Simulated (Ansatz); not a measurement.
# Cu12CO: the cost of one run

Program: Ansatz 0.2.0. Level of theory: DFT PBE, scalar-relativistic, plane waves, PAW. These are calculated values, not measurements.

13 further runs of the same task are left out: 13 set aside as unsound or not needed.

### 1 The starting structure

Symmetry: Fm-3m, No. 225, cubic system. Conventional cell: a = 3.630 Å, b = 3.630 Å, c = 3.630 Å, α = 90.00°, β = 90.00°, γ = 90.00°. Cu (site symmetry m-3m) has 12 Cu at 2.57 Å as nearest neighbours.

Coordinates:

```cif
data_structure
_symmetry_space_group_name_H-M 'P 1'
_symmetry_Int_Tables_number 1
_cell_length_a 2.5666
_cell_length_b 2.5666
_cell_length_c 2.5666
_cell_angle_alpha 60.000
_cell_angle_beta 60.000
_cell_angle_gamma 60.000
_cell_volume 11.96
loop_
_atom_site_label
_atom_site_type_symbol
_atom_site_fract_x
_atom_site_fract_y
_atom_site_fract_z
_atom_site_occupancy
Cu1 Cu 0.00000 0.00000 0.00000 1
```

It is the result of an earlier relaxation at this level (volume 11.96 Å³/atom; gap on the mesh: none (metal)).

### 2 Plan of the scan

Atoms count from 1 in the order of the input.

CO stands on one site of a rigid substrate while its tilt and height are varied at a fixed bond length.

- tilt of the C13-O14 axis from the surface normal: 7 values from 0 to 90 °
- height of C13 above the plane of Cu9: 6 values from 1.78 to 3.33 Å

Nothing else is relaxed. Points are written as (first, second).

### 3 The run at (0°, 2.83 Å)

The cell repeats along c, and a dipole correction in the vacuum removes the field between the copies.

input.yaml reads:

```yaml
crystal:
  lattice:
    - [5.1332392722, 0.0, 0.0]
    - [-2.5666196361, 4.4455156134, 0.0]
    - [0.0, 0.0, 22.1236283438]
  atoms:
    - { symbol: Cu, position: [0.3333333333, 0.1666666667, 0.1808021694] }
    - { symbol: Cu, position: [0.3333333333, 0.6666666667, 0.1808021694] }
    - { symbol: Cu, position: [0.8333333333, 0.1666666667, 0.1808021694] }
    - { symbol: Cu, position: [0.8333333333, 0.6666666667, 0.1808021694] }
    - { symbol: Cu, position: [0.1666666667, 0.3333333333, 0.2739941021] }
    - { symbol: Cu, position: [0.1666666667, 0.8333333333, 0.2739941021] }
    - { symbol: Cu, position: [0.6666666667, 0.3333333333, 0.2739941021] }
    - { symbol: Cu, position: [0.6666666667, 0.8333333333, 0.2739941021] }
    - { symbol: Cu, position: [0.0, 0.0, 0.367192407] }
    - { symbol: Cu, position: [0.0, 0.5, 0.367192407] }
    - { symbol: Cu, position: [0.5, 0.0, 0.367192407] }
    - { symbol: Cu, position: [0.5, 0.5, 0.367192407] }
    - { symbol: C, position: [0.0, 0.0, 0.4951099419] }
    - { symbol: O, position: [0.0, 0.0, 0.547542571] }
basis:
  ecutwfc: 420
kpoints:
  mp_grid: { grid: [6, 6, 1] }
hamiltonian:
  xc: pbe
scf:
  occupations: { method: gaussian, width: 0.1 }
output:
  forces: true
  eigenvalues: true
efield:
  axis: 3
  dipole_correction: true
  ramp_width: 0.04
```

The run is started by

```bash
$ ansatz run input.yaml --threads 4 --pin off --max-ram 12288MiB --backend cpu --events-out ev --progress --plain --runs-dir out
```

**Question.** How long does this run take on 4 threads of Arm Neoverse V1, shared host, and how much memory does it need?

About 18 s, with a peak of 1.6 GiB.
